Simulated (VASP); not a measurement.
Write the native input for VASP 6.6.1 that does the following.

| Quantity | Value |
| --- | --- |
| Task | single point |
| Functional | PBE |
| Potentials or basis | VASP PAW PBE potentials, release 64 (Mg) |
| Cutoff | 500 eV |
| k mesh | 11 × 11 × 11 |
| Occupations | gaussian, width 0.1 eV |
| Spin | no spin polarisation |
| Further INCAR settings | ALGO = Normal; EDIFF = 1e-06 |

The structure of Mg lies in POSCAR:

```
Mg
1.0
   -1.7727644967      1.7727644967      1.7727644967
    1.7727644967     -1.7727644967      1.7727644967
    1.7727644967      1.7727644967     -1.7727644967
Mg
1
Cartesian
    0.0000000000      0.0000000000      0.0000000000
```

This isn't the form of Mg at room conditions, which is hcp.

These files were run (other wordings do the same):

INCAR

```
SYSTEM = Mg
ALGO = Normal
EDIFF = 1E-6
ENCUT = 500
GGA = PE
ISIF = 2
ISMEAR = 0
LASPH = .True.
LCHARG = .False.
LREAL = .False.
LWAVE = .False.
NELM = 100
PREC = Accurate
SIGMA = 0.1
```

KPOINTS

```
k-points
0
Gamma
  11 11 11
  0 0 0
```

Potentials or basis: VASP PAW PBE potentials, release 64 (Mg).

Command:

```bash
$ cat potpaw_PBE.64/Mg/POTCAR > POTCAR
$ mpirun -np 1 vasp_std > vasp.out
```

It gave:

```
Pressure               : 0.8 GPa
Band gap on the k mesh : none (metal or under the smearing width)
```

Wall time 2.1 s on 1 thread of Intel(R) Xeon(R) 6975P-C (Granite Rapids), with other jobs on the host, peak memory 0.13 GiB.
